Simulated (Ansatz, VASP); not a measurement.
# SnTe: VASP and Ansatz over several settings

```xyz
2
Lattice="3.9047 0.0000 0.0000 0.0000 3.9047 0.0000 0.0000 0.0000 3.9047" Properties=species:S:1:pos:R:3 pbc="T T T"
Te    1.9524    1.9524    1.9524
Sn    0.0000    0.0000    0.0000
```

Measurements of this composition are mostly on another form, of space group No. 225.

Single points on this cell with VASP 6.6.1 and Ansatz 0.2.0. Each row is one pair of runs. Alike in all rows: spin: off; k mesh: 7 × 7 × 7; VASP's potentials, cutoff: VASP PAW PBE potentials, release 64 (Te, Sn_d), 520 eV; Ansatz's potentials, cutoff: Ansatz PAW, 420 eV.

```tsv
level	smearing	gap on the k mesh at the Fermi level (eV), VASP	gap on the k mesh at the Fermi level (eV), Ansatz	pressure (GPa), VASP	pressure (GPa), Ansatz
PBE	gaussian, width 0.013 eV	none	none	-1.2	-1.1
PBE	gaussian, width 0.022 eV	none	none	-1.1	-1.1
PBE	gaussian, width 0.024 eV	none	none	-1.1	-1.1
PBE	gaussian, width 0.029 eV	none	none	-1.1	-1.1
PBE	gaussian, width 0.03 eV	none	none	-1.2	-1.1
```

Pressure (GPa): the two programs differ by at most 0.07.

A gap of «none» marks a metal or a gap that the smearing closes.
